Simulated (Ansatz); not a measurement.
Ta2C: a fit and a missing row

Ta2C, P-3m1, a = 3.095 Å, c = 4.921 Å. The structure is a COD entry; whether it is the stable form wasn't checked. Ansatz: PBEsol, PAW, 420 eV, Γ-centred 18×18×8 mesh on 3 atoms, Gaussian smearing 0.10 eV; no spin polarisation. Shape and atoms are relaxed at each volume; pressure is positive in compression.

```
V (Å³/atom) P (GPa)
     11.977    45.30
     12.386    31.24
     12.794    19.15
     13.202     8.81
     13.611    -0.01
     14.019    -7.53
     14.427        ?
     14.972   -20.93
```

Take V0 = 13.611 Å³/atom, count pressures from its P0 = -0.01 GPa, fit the third-order Birch–Murnaghan form to the other rows, and predict the missing pressure.

With the Eulerian strain f = ½[(V0/V)^(2/3) − 1] and y = (P − P0)/[3f(1 + 2f)^(5/2)], the form is the line y = B0 + 1.5 B0 (B0′ − 4) f. Rows (f, y): 0.04450, 274.2; 0.03245, 274.3; 0.02107, 273.4; 0.01027, 272.1; -0.00975, 270.1; -0.03078, 265.6. Means f = 0.01129, y = 271.62; Σ(Δf)² = 0.003860, ΣΔfΔy = 0.4446; the slope is their ratio. y = 270.3 + 115.2 f GPa, so B0 = 270.3 GPa and B0′ = 4 + 2 × (115.2)/(3 × 270.3) = 4.28. At V = 14.427, f = -0.01904, y = 268.11 and P = -13.91 GPa. The run gave -13.92 GPa, so the fit is 0.01 GPa too high, within the rms miss on the fitted rows (0.09 GPa).

Spin–orbit coupling is left out, which can shift energies with elements as heavy as these.